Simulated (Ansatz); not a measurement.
# TiPbO$_{3}$: excitons and shallow donors from band masses and screening

Method: Ansatz 0.2.0, DFT PBE, scalar-relativistic, plane waves, PAW.

Cutoff 420 eV; k points 8×8×8 on the computed 5-atom cell (Γ-centred); Gaussian smearing, width 0.02 eV; no spin polarisation.

Relaxed cell: Pm-3m, a = 3.966 Å, b = 3.966 Å, c = 3.966 Å, α = 90.00°, β = 90.00°, γ = 90.00°, 5 atoms in the primitive cell.

The calculation gives a Kohn–Sham gap of 1.65 eV, an electron mass of 0.696 mₑ and a hole mass of 0.445 mₑ (harmonic means over x, y, z and over the bands degenerate at each edge), and ε∞ = 8.78 (independent particles, mean of the diagonal). The masses depend on direction at the band edges, which the isotropic model averages.

Q: Estimate the binding energy and radius of a Wannier–Mott exciton and of a shallow donor, and say whether the hydrogenic model can hold.

A: The reduced mass is μ = mₙmₕ/(mₙ + mₕ) = 0.271 mₑ, with mₙ and mₕ the band masses. With E_b = 13.606 eV × μ/ε² and a = 0.529 Å × ε/μ (μ in mₑ) the exciton has E_b = 48 meV and a = 17.1 Å. For a donor μ is the electron mass: 123 meV and 6.7 Å. The exciton's radius is 4 times the shortest lattice vector (3.97 Å), so the continuum picture is reasonable. In a polar crystal the ions screen too, so a state bound more weakly than an optical phonon feels the larger static constant, which lowers the energy and widens the orbit. The other way, the small Kohn–Sham gap and the missing local fields make ε∞ too large and the masses tend to be too light, which underbinds. The edges lie at different points of the zone, so the exciton is indirect.

Spin-orbit coupling is left out, which matters for the bands of heavy elements.

Symmetry holds off the tilts and polar distortions that many cubic perovskites undergo.

Cost: 4 runs of about 1.1 core-minutes in all, on AMD EPYC 9R45 (Zen 5) (shared hosts).